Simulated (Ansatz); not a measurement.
## Residual resistivity of an alloy: Pd(111) with 4 layers of random Pd-Ru, 2x2

Aim: the residual resistivity of a random alloy, from Pd(111) with 4 layers of random Pd-Ru, 2x2 and longer regions.

Calculated with Ansatz 0.2.0; Ansatz plane-wave DFT, PBE, PAW files; ballistic transport by layer matching (Landauer), zero bias; PAW set soft_1.

## (1) Set-up

The cell holds 40 atoms: 38 Pd and 2 Ru. Its edges and angles: a = 5.501 Å, b = 5.501 Å, c = 22.514 Å, α = 93.5°, β = 86.5°, γ = 120.0°. It derives from Pd. Regions: lead, 24 atoms (24 Pd); scattering region, 16 atoms (14 Pd and 2 Ru). The structure is stacked along c, and the current runs across the ab planes.

## (2) With 4 alloy layers

In 4 layers a share of 0.125 of the sites is given to Ru at random. The layers about the cell's end stay perfect and serve as the lead. Energies from -0.05 to 0.05 eV in steps of 0.05 eV are too few for the program's thermal sum, so it prints no conductance; for a metal the transmission near the Fermi level serves, at a fraction of the cost.

input.yaml

```yaml
crystal:
  lattice:
    - [5.5010079149, 0.0, 0.0]
    - [-2.7505039575, 4.7640126007, 0.0]
    - [1.3752519787, -0.7940021001, 22.4577707709]
  atoms:
    - { symbol: Pd, position: [0.9916666667, 0.0083333333, 0.05] }
    - { symbol: Pd, position: [0.9916666667, 0.5083333333, 0.05] }
    - { symbol: Pd, position: [0.4916666667, 0.0083333333, 0.05] }
    - { symbol: Pd, position: [0.4916666667, 0.5083333333, 0.05] }
    - { symbol: Pd, position: [0.1416666667, 0.3583333333, 0.15] }
    - { symbol: Pd, position: [0.1416666667, 0.8583333333, 0.15] }
    - { symbol: Pd, position: [0.6416666667, 0.3583333333, 0.15] }
    - { symbol: Pd, position: [0.6416666667, 0.8583333333, 0.15] }
    - { symbol: Pd, position: [0.2916666667, 0.2083333333, 0.25] }
    - { symbol: Pd, position: [0.2916666667, 0.7083333333, 0.25] }
    - { symbol: Pd, position: [0.7916666667, 0.2083333333, 0.25] }
    - { symbol: Pd, position: [0.7916666667, 0.7083333333, 0.25] }
    - { symbol: Pd, position: [0.9416666667, 0.0583333333, 0.35] }
    - { symbol: Pd, position: [0.9416666667, 0.5583333333, 0.35] }
    - { symbol: Pd, position: [0.4416666667, 0.0583333333, 0.35] }
    - { symbol: Pd, position: [0.4416666667, 0.5583333333, 0.35] }
    - { symbol: Pd, position: [0.0916666667, 0.4083333333, 0.45] }
    - { symbol: Pd, position: [0.0916666667, 0.9083333333, 0.45] }
    - { symbol: Pd, position: [0.5916666667, 0.4083333333, 0.45] }
    - { symbol: Pd, position: [0.5916666667, 0.9083333333, 0.45] }
    - { symbol: Pd, position: [0.2416666667, 0.2583333333, 0.55] }
    - { symbol: Pd, position: [0.2416666667, 0.7583333333, 0.55] }
    - { symbol: Pd, position: [0.7416666667, 0.2583333333, 0.55] }
    - { symbol: Pd, position: [0.7416666667, 0.7583333333, 0.55] }
    - { symbol: Ru, position: [0.8916666667, 0.1083333333, 0.65] }
    - { symbol: Pd, position: [0.8916666667, 0.6083333333, 0.65] }
    - { symbol: Pd, position: [0.3916666667, 0.1083333333, 0.65] }
    - { symbol: Ru, position: [0.3916666667, 0.6083333333, 0.65] }
    - { symbol: Pd, position: [0.0416666667, 0.4583333333, 0.75] }
    - { symbol: Pd, position: [0.0416666667, 0.9583333333, 0.75] }
    - { symbol: Pd, position: [0.5416666667, 0.4583333333, 0.75] }
    - { symbol: Pd, position: [0.5416666667, 0.9583333333, 0.75] }
    - { symbol: Pd, position: [0.1916666667, 0.3083333333, 0.85] }
    - { symbol: Pd, position: [0.1916666667, 0.8083333333, 0.85] }
    - { symbol: Pd, position: [0.6916666667, 0.3083333333, 0.85] }
    - { symbol: Pd, position: [0.6916666667, 0.8083333333, 0.85] }
    - { symbol: Pd, position: [0.8416666667, 0.1583333333, 0.95] }
    - { symbol: Pd, position: [0.8416666667, 0.6583333333, 0.95] }
    - { symbol: Pd, position: [0.3416666667, 0.1583333333, 0.95] }
    - { symbol: Pd, position: [0.3416666667, 0.6583333333, 0.95] }
kpoints:
  mp_grid: { grid: [5, 5, 1] }
hamiltonian:
  xc: pbe
  pseudopotentials: { kind: paw, azcp: { folder: soft_1 } }
scf:
  occupations: { method: fermi_dirac, width: 0.1 }
output:
  transmission:
    leads: [[0, 4]]
    kmesh: [10, 10]
    e_range: [-0.05, 0.05]
    de: 0.05
  write_potential: true
  write_density: true
  volumetric_format: npy
```

Run with:

```sh
$ ansatz run input.yaml --threads 4 --pin off --max-ram 15360MiB --backend cpu --events-out ev --progress --plain --runs-dir out
```

Numbers of over 12 decimals in the logs are rounded to 6 here.

Log:

```text
Engine: ansatz 0.2.0, x86_64-unknown-linux-gnu
Pseudopotentials: kind: paw
Pseudopotential: Pd, paw, valence charge 18, recommended cutoff 420 eV (normal), soft_1/Pd.paw.azcp
Pseudopotential: Ru, paw, valence charge 16, recommended cutoff 420 eV (normal), soft_1/Ru.paw.azcp
Functional definition: PBE
  parameter kappa = 0.804
  parameter beta = 0.066725
  exchange = pbe_x(kappa = kappa, mu = beta*pi^2/3)
  correlation = pbe_c(beta = beta)
Crystal: 40 atoms, lattice volume = 588.548 Å³
Basis set: ecut = 420 eV, 11489 PW (Γ)
Bands: 430, of which v1, the nominal top of the filled ones, is band 358 counted from 1 (357 counted from 0)
Symmetry: 8 space group operations
Space group: P2/m (ITA 10), of the structure as read, at distance tolerance 8.4e-5 Å
k-points: 9 of 25
Non-local potential: Pd, projectors of the file, l = 0: 2, l = 1: 2, l = 2: 2, l = 3: 1
Non-local potential: Ru, projectors of the file, l = 0: 3, l = 1: 2, l = 2: 2, l = 3: 1
PAW form: soft (Blöchl's): semilocal exchange-correlation on the pseudo side does not see the compensation charge
PAW one-centre angular grid: Pd, 590 points (default); XC on 64 Gauss nodes
PAW one-centre angular grid: Ru, 590 points (default); XC on 64 Gauss nodes
Initial density: superposition of atomic densities (chi_scale 0.1, normalization cell)
Initial wavefunctions: pseudopotential atomic-orbital guess
Functional: x = pbe(κ = 0.804, μ = 0.219515), c = pbe(β = 0.066725)
SCF iter   1: F=—  HF=-276772.516235 eV  |F-HF|=—  |Δ(HF+E_count)|=         —  Δρ=1.78e-1  dr2=6.45e2  ethr=3.10e-3  ⟨swp⟩=5.0  Hψ=12991  notcnv=0  defer=61
preconditioner: auto → Kerker (q_TF=auto, 2.819 Å⁻¹)  [metal: Δε(μ)=0.006 eV  Ē_g=8.062 eV  σ=0.100 eV  W_gap=0.01  n_scr=240 (ndim 8)  ℏωp=30.5 eV  f_vac=0.000  D(μ)=75.71/eV (n_scr^D=1132)]
SCF iter   2: F=—  HF=-276736.018097 eV  |F-HF|=—  |Δ(HF+E_count)|=    3.65e1  Δρ=7.40e-2  dr2=6.46e1  ethr=3.10e-3  ⟨swp⟩=2.3  Hψ=6946  notcnv=0  defer=337
SCF iter   3: F=—  HF=-276728.274605 eV  |F-HF|=—  |Δ(HF+E_count)|=    7.74e0  Δρ=3.07e-2  dr2=1.32e1  ethr=3.10e-3  ⟨swp⟩=2.0  Hψ=6502  notcnv=0  defer=359
SCF iter   4: F=—  HF=-276727.938947 eV  |F-HF|=—  |Δ(HF+E_count)|=   3.36e-1  Δρ=1.56e-2  dr2=6.91e0  ethr=1.85e-3  ⟨swp⟩=2.0  Hψ=4661  notcnv=0  defer=365
SCF iter   5: F=—  HF=-276727.863581 eV  |F-HF|=—  |Δ(HF+E_count)|=   7.54e-2  Δρ=9.14e-3  dr2=2.89e0  ethr=9.66e-4  ⟨swp⟩=1.0  Hψ=3505  notcnv=0  defer=365
SCF iter   6: F=—  HF=-276727.808291 eV  |F-HF|=—  |Δ(HF+E_count)|=   5.53e-2  Δρ=3.22e-3  dr2=3.96e-1  ethr=4.04e-4  ⟨swp⟩=1.0  Hψ=3505  notcnv=0  defer=365
SCF iter   7: F=—  HF=-276727.800978 eV  |F-HF|=—  |Δ(HF+E_count)|=   7.31e-3  Δρ=3.04e-4  dr2=4.88e-3  ethr=5.54e-5  ⟨swp⟩=1.0  Hψ=3505  notcnv=0  defer=365
SCF iter   8: F=—  HF=-276727.800933 eV  |F-HF|=—  |Δ(HF+E_count)|=   4.48e-5  Δρ=7.22e-5  dr2=3.99e-4  ethr=6.81e-7  ⟨swp⟩=1.3  Hψ=3627  notcnv=0  defer=365
SCF iter   9: F=—  HF=-276727.800896 eV  |F-HF|=—  |Δ(HF+E_count)|=   3.72e-5  Δρ=1.61e-5  dr2=2.48e-6  ethr=5.57e-8  ⟨swp⟩=1.1  Hψ=3506  notcnv=0  defer=365
SCF iter  10: F=—  HF=-276727.801019 eV  |F-HF|=—  |Δ(HF+E_count)|=   1.23e-4  Δρ=8.97e-6  dr2=1.31e-6  ethr=3.46e-10  ⟨swp⟩=2.1  Hψ=6731  notcnv=0  defer=365
SCF iter  11: F=—  HF=-276727.801019 eV  |F-HF|=—  |Δ(HF+E_count)|=   6.41e-8  Δρ=1.79e-6  dr2=1.00e-7  ethr=1.83e-10  ⟨swp⟩=1.7  Hψ=3515  notcnv=0  defer=365
SCF iter  12: F=-276727.801019 eV  HF=-276727.801019 eV  |F-HF|=4.11e-8  |Δ(HF+E_count)|=   4.60e-9  Δρ=6.79e-7  dr2=4.19e-8  ethr=1.40e-11  ⟨swp⟩=8.4  Hψ=12138  notcnv=0
SCF 1 converged in 12 iterations: F = -276727.801019 eV  dr2 = 4.19e-8
  greatest PAW one-centre occupation: 1.000 electrons in one spin orbital (limit 2), on the Ru atom at site 27 (counted from 0), in its partial waves of l = 0
transmission: 112 of 1085 steps passed
transmission: 220 of 1085 steps passed
[...]
transmission: 1085 of 1085 steps passed
SCF converged after 12 iterations
Free energy (F): -276727.801019 eV
Harris-Foulkes:  -276727.801019 eV  (|F-HF|=4.11e-8)
Internal energy: -276725.551965 eV  (E = F + TS)
E sigma→0 (E₀):  -276726.676492 eV
Entropy (-TS):   -2.249054 eV (-56.226 meV/atom)
Fermi energy:    19.838326 eV
--- Per-component energies (eV) ---
  E_band       = -5441.871657
  E_kinetic    = 17969.346060
  E_local      = -72484.496594  (includes V_loc(G=0)·N_el)
  E_nonlocal   = 14908.968475
  E_hartree    = 29017.530915
  E_xc         = -5609.437733
  E_vxc        = -7094.965355  (∫ρ·V_xc dr)
  E_paw        = -151810.998989  (= ΣΔE_a)
  E_vpaw       = -16775.797219  (= ΣTr[D̂ρ^β])
  E_aug_tail   = 0.010473  (compensation charges beyond the density's cutoff)
  E_ewald      = -108716.474572
  E_smearing   = -2.249054  (= −TS)
  E_closure    = -0.000000  (closes the sum)
  Σ components = -276727.801019   (vs F -276727.801019, Δ=0.00e0)
--- Band table (eV; the first three rows and the last of 9) ---
  k-point 0: bands = [... 354 lower, 19.9206, 19.9320, 19.9787, 19.9793, 19.9902, 20.0435, 20.0521, 20.0545, ... 68 higher]
  k-point 1: bands = [... 354 lower, 19.7722, 19.8208, 19.8595, 19.8745, 19.9312, 19.9676, 20.0158, 20.0188, ... 68 higher]
  k-point 2: bands = [... 354 lower, 19.7289, 19.7559, 19.7583, 19.7854, 19.8379, 19.8485, 19.8568, 19.8873, ... 68 higher]
  k-point 8: bands = [... 354 lower, 19.7557, 19.7664, 19.7908, 19.7998, 19.8174, 19.8314, 19.8497, 19.8887, ... 68 higher]
--- Transmission ---
  basis      : 235 plane waves across, 35 finite elements along
  points     : 31, standing for a mesh of 10 x 10
  energies   : 3 from -0.050000 to 0.050000 eV about the Fermi level, 0.050000 eV apart; the leads are filled to 0.000000 eV, and channels, transmission and decay are at 0.000000 eV
  crystal 0  : Pd4, at the sites [0, 4], period 2.2458 Å, over 20.21 Å; its Hamiltonian steps by up to 5.1 meV
    offset         : up to 0.0000 Å between an atom of the period and one for which it stands
    channels       : 5.230000e0 a spin
    conductance    : none, the energies end too early or step too widely for 300 K: set another output.transmission.e_range or a lower de, or, where they end at an eighth of basis.ecutwfc, a higher one
  junction   : crystal 0 to crystal 0, 3.79 to 24.01 Å
    transmission   : 2.815585e0 a spin
    conductance    : none, the energies end too early or step too widely for 300 K: set another output.transmission.e_range or a lower de, or, where they end at an eighth of basis.ecutwfc, a higher one
```

Wall time 3.1 min (4 threads of Intel Xeon Platinum 8488C (Sapphire Rapids), shared host); peak memory 4.9 GiB.

Reading the cycles: dr2 is the Hartree energy of the density residual (eV), the measure of convergence; HF is the Harris–Foulkes estimate of the energy, which meets the free energy F at convergence.

This step gave:

```
free energy                                    : -276727.8010 eV
energy at zero smearing                        : -276726.6765 eV
Fermi energy                                   : 19.84 eV
cell area                                      : 26.21 Å²
transmission per spin nearest the Fermi level  : 2.816
open channels per spin nearest the Fermi level : 5.23
step of the lead's potential                   : 5.1 meV
```

Per spin. The transmission, zone mean by energy, zero at the Fermi level:

```tsv
energy (eV)	transmission, zone mean
-0.0500	3.13
0.0000	2.82
0.0500	2.44
```

Per spin. The open channels, zone mean, lead by energy, zero at the Fermi level:

```tsv
energy (eV)	open channels, zone mean, lead
-0.0500	6.21
0.0000	5.23
0.0500	4.43
```

Transmission over k1 and k2. At 0.0000 eV from the Fermi level.

Ten even steps from '_' (1.09) to '@' (4.25):
```
**##**==**%%**--__::
--**##++..**##--____
====++##++**++==----
****..++####--++##**
@@%%****##%%##****%%
****##++--####++..**
==----==++**++##++==
--____--##**..++##**
**::__--**%%**==**##
@@**--==**@@**==--**
```
Columns: k1 (b1) from -0.5 to 0.4; rows upwards: k2 (b2) from -0.5 to 0.4.

Open channels over k1 and k2. At 0.0000 eV from the Fermi level.

Values, 10 rows by 10 columns:
```
 5.0  8.0  6.0  5.0  6.0  8.0  5.0  4.0  3.0  4.0
 4.0  6.0  5.0  5.0  5.0  5.0  6.0  4.0  3.0  3.0
 4.0  5.0  5.0  5.0  4.0  5.0  5.0  5.0  4.0  4.0
 5.0  6.0  5.0  4.0  7.0  7.0  4.0  5.0  6.0  5.0
10.0  8.0  5.0  5.0  7.0  7.0  7.0  5.0  5.0  8.0
 5.0  5.0  6.0  5.0  4.0  7.0  7.0  4.0  5.0  6.0
 4.0  4.0  4.0  5.0  5.0  5.0  4.0  5.0  5.0  5.0
 4.0  3.0  3.0  4.0  6.0  5.0  5.0  5.0  5.0  6.0
 5.0  4.0  3.0  4.0  5.0  8.0  6.0  5.0  6.0  8.0
10.0  5.0  4.0  4.0  5.0 10.0  5.0  4.0  4.0  5.0
```
Columns: k1 (b1) from -0.5 to 0.4; rows upwards: k2 (b2) from -0.5 to 0.4.

Over the solved energies the transmission per spin lies between 2.44 and 3.13, out of 5.29 channels of the lead on average (up to 6.21).

## (3) With 8 alloy layers

In 8 layers a share of 0.125 of the sites is given to Ru at random. A fresh draw is used; the growth of the resistance with length is what counts.

System of this step: Pd(111) with 8 layers of random Pd-Ru, 2x2. The cell holds 56 atoms: 52 Pd and 4 Ru. Cell: a = 5.501 Å, b = 5.501 Å, c = 31.481 Å, α = 87.5°, β = 92.5°, γ = 120.0°. It derives from Pd. Regions: lead, 24 atoms (24 Pd); scattering region, 32 atoms (28 Pd and 4 Ru). The structure is stacked along c, and the current runs across the ab planes.

input.yaml

```yaml
crystal:
  lattice:
    - [5.5010079149, 0.0, 0.0]
    - [-2.7505039575, 4.7640126007, 0.0]
    - [-1.3752519787, 0.7940021001, 31.4408790793]
  atoms:
    - { symbol: Pd, position: [0.005952381, 0.994047619, 0.0357142857] }
    - { symbol: Pd, position: [0.005952381, 0.494047619, 0.0357142857] }
    - { symbol: Pd, position: [0.505952381, 0.994047619, 0.0357142857] }
    - { symbol: Pd, position: [0.505952381, 0.494047619, 0.0357142857] }
    - { symbol: Pd, position: [0.1845238095, 0.3154761905, 0.1071428571] }
    - { symbol: Pd, position: [0.1845238095, 0.8154761905, 0.1071428571] }
    - { symbol: Pd, position: [0.6845238095, 0.3154761905, 0.1071428571] }
    - { symbol: Pd, position: [0.6845238095, 0.8154761905, 0.1071428571] }
    - { symbol: Pd, position: [0.3630952381, 0.1369047619, 0.1785714286] }
    - { symbol: Pd, position: [0.3630952381, 0.6369047619, 0.1785714286] }
    - { symbol: Pd, position: [0.8630952381, 0.1369047619, 0.1785714286] }
    - { symbol: Pd, position: [0.8630952381, 0.6369047619, 0.1785714286] }
    - { symbol: Pd, position: [0.0416666667, 0.9583333333, 0.25] }
    - { symbol: Pd, position: [0.0416666667, 0.4583333333, 0.25] }
    - { symbol: Ru, position: [0.5416666667, 0.9583333333, 0.25] }
    - { symbol: Pd, position: [0.5416666667, 0.4583333333, 0.25] }
    - { symbol: Pd, position: [0.2202380952, 0.2797619048, 0.3214285714] }
    - { symbol: Pd, position: [0.2202380952, 0.7797619048, 0.3214285714] }
    - { symbol: Pd, position: [0.7202380952, 0.2797619048, 0.3214285714] }
    - { symbol: Pd, position: [0.7202380952, 0.7797619048, 0.3214285714] }
    - { symbol: Pd, position: [0.3988095238, 0.1011904762, 0.3928571429] }
    - { symbol: Pd, position: [0.3988095238, 0.6011904762, 0.3928571429] }
    - { symbol: Pd, position: [0.8988095238, 0.1011904762, 0.3928571429] }
    - { symbol: Pd, position: [0.8988095238, 0.6011904762, 0.3928571429] }
    - { symbol: Pd, position: [0.0773809524, 0.9226190476, 0.4642857143] }
    - { symbol: Pd, position: [0.0773809524, 0.4226190476, 0.4642857143] }
    - { symbol: Pd, position: [0.5773809524, 0.9226190476, 0.4642857143] }
    - { symbol: Pd, position: [0.5773809524, 0.4226190476, 0.4642857143] }
    - { symbol: Ru, position: [0.255952381, 0.244047619, 0.5357142857] }
    - { symbol: Pd, position: [0.255952381, 0.744047619, 0.5357142857] }
    - { symbol: Pd, position: [0.755952381, 0.244047619, 0.5357142857] }
    - { symbol: Pd, position: [0.755952381, 0.744047619, 0.5357142857] }
    - { symbol: Pd, position: [0.4345238095, 0.0654761905, 0.6071428571] }
    - { symbol: Pd, position: [0.4345238095, 0.5654761905, 0.6071428571] }
    - { symbol: Pd, position: [0.9345238095, 0.0654761905, 0.6071428571] }
    - { symbol: Pd, position: [0.9345238095, 0.5654761905, 0.6071428571] }
    - { symbol: Pd, position: [0.1130952381, 0.8869047619, 0.6785714286] }
    - { symbol: Pd, position: [0.1130952381, 0.3869047619, 0.6785714286] }
    - { symbol: Ru, position: [0.6130952381, 0.8869047619, 0.6785714286] }
    - { symbol: Pd, position: [0.6130952381, 0.3869047619, 0.6785714286] }
    - { symbol: Pd, position: [0.2916666667, 0.2083333333, 0.75] }
    - { symbol: Pd, position: [0.2916666667, 0.7083333333, 0.75] }
    - { symbol: Pd, position: [0.7916666667, 0.2083333333, 0.75] }
    - { symbol: Ru, position: [0.7916666667, 0.7083333333, 0.75] }
    - { symbol: Pd, position: [0.4702380952, 0.0297619048, 0.8214285714] }
    - { symbol: Pd, position: [0.4702380952, 0.5297619048, 0.8214285714] }
    - { symbol: Pd, position: [0.9702380952, 0.0297619048, 0.8214285714] }
    - { symbol: Pd, position: [0.9702380952, 0.5297619048, 0.8214285714] }
    - { symbol: Pd, position: [0.1488095238, 0.8511904762, 0.8928571429] }
    - { symbol: Pd, position: [0.1488095238, 0.3511904762, 0.8928571429] }
    - { symbol: Pd, position: [0.6488095238, 0.8511904762, 0.8928571429] }
    - { symbol: Pd, position: [0.6488095238, 0.3511904762, 0.8928571429] }
    - { symbol: Pd, position: [0.3273809524, 0.1726190476, 0.9642857143] }
    - { symbol: Pd, position: [0.3273809524, 0.6726190476, 0.9642857143] }
    - { symbol: Pd, position: [0.8273809524, 0.1726190476, 0.9642857143] }
    - { symbol: Pd, position: [0.8273809524, 0.6726190476, 0.9642857143] }
kpoints:
  mp_grid: { grid: [5, 5, 1] }
hamiltonian:
  xc: pbe
  pseudopotentials: { kind: paw, azcp: { folder: soft_1 } }
scf:
  occupations: { method: fermi_dirac, width: 0.1 }
output:
  transmission:
    leads: [[0, 4]]
    kmesh: [10, 10]
    e_range: [-0.05, 0.05]
    de: 0.05
  write_potential: true
  write_density: true
  volumetric_format: npy
```

Log:

```text
[...]
Crystal: 56 atoms, lattice volume = 823.967 Å³
Basis set: ecut = 420 eV, 16079 PW (Γ)
Bands: 600, of which v1, the nominal top of the filled ones, is band 500 counted from 1 (499 counted from 0)
Symmetry: 2 space group operations
[...]
k-points: 9 of 25 (time reversal used)
[...]
SCF iter   1: F=—  HF=-386170.914624 eV  |F-HF|=—  |Δ(HF+E_count)|=         —  Δρ=1.86e-1  dr2=1.05e3  ethr=3.10e-3  ⟨swp⟩=5.0  Hψ=17950  notcnv=0  defer=94
[...]
SCF iter  12: F=-386104.810275 eV  HF=-386104.810275 eV  |F-HF|=3.66e-8  |Δ(HF+E_count)|=   3.78e-9  Δρ=7.14e-7  dr2=3.77e-8  ethr=1.00e-11  ⟨swp⟩=8.6  Hψ=16469  notcnv=0
SCF 1 converged in 12 iterations: F = -386104.810275 eV  dr2 = 3.77e-8
[...]
transmission: 160 of 1581 steps passed
transmission: 320 of 1581 steps passed
[...]
transmission: 1581 of 1581 steps passed
SCF converged after 12 iterations
Free energy (F): -386104.810275 eV
[...]
Internal energy: -386101.758523 eV  (E = F + TS)
E sigma→0 (E₀):  -386103.284399 eV
Entropy (-TS):   -3.051752 eV (-54.496 meV/atom)
Fermi energy:    19.888385 eV
[...]
--- Band table (eV; the first three rows and the last of 9) ---
  k-point 0: bands = [... 496 lower, 20.0099, 20.0215, 20.0405, 20.0406, 20.0680, 20.0855, 20.1032, 20.1283, ... 96 higher]
  k-point 1: bands = [... 496 lower, 19.8973, 19.9272, 19.9464, 19.9803, 19.9894, 20.0128, 20.0509, 20.0762, ... 96 higher]
  k-point 2: bands = [... 496 lower, 19.7845, 19.8068, 19.8159, 19.8243, 19.8338, 19.8445, 19.8517, 19.8706, ... 96 higher]
  k-point 8: bands = [... 496 lower, 19.7929, 19.7988, 19.8122, 19.8311, 19.8371, 19.8405, 19.8616, 19.8862, ... 96 higher]
--- Transmission ---
  basis      : 235 plane waves across, 51 finite elements along
  points     : 31, standing for a mesh of 10 x 10
[...]
channels       : 5.350000e0 a spin
[...]
junction   : crystal 0 to crystal 0, 0.70 to 29.89 Å
    transmission   : 1.949957e0 a spin
[...]
```

Elapsed: 5.1 min, on 4 threads; peak memory 8.5 GiB.

This step gave:

| Property | Result |
| --- | --- |
| free energy | -386104.8103 eV |
| energy at zero smearing | -386103.2844 eV |
| Fermi energy | 19.89 eV |
| transmission per spin nearest the Fermi level | 1.950 |
| open channels per spin nearest the Fermi level | 5.35 |
| step of the lead's potential | 15.8 meV |

Per spin. Table of transmission, zone mean by energy, zero at the Fermi level:

```tsv
energy (eV)	transmission, zone mean
-0.0500	2.14
0.0000	1.95
0.0500	1.78
```

Over the solved energies the transmission per spin lies between 1.78 and 2.14, out of 5.52 channels of the lead on average (up to 6.48).

(Continued in part 2 of 2.)

[Logs are printed without paths, hosts, clocks, repeated set-up lines and the standing remarks that a program may print on its own settings, such as how far it seeks lower states.]

[Hosts, paths, dates, database ids (printed as entryN), source tags and the programs' standing remarks are cut or masked in the printed files.]
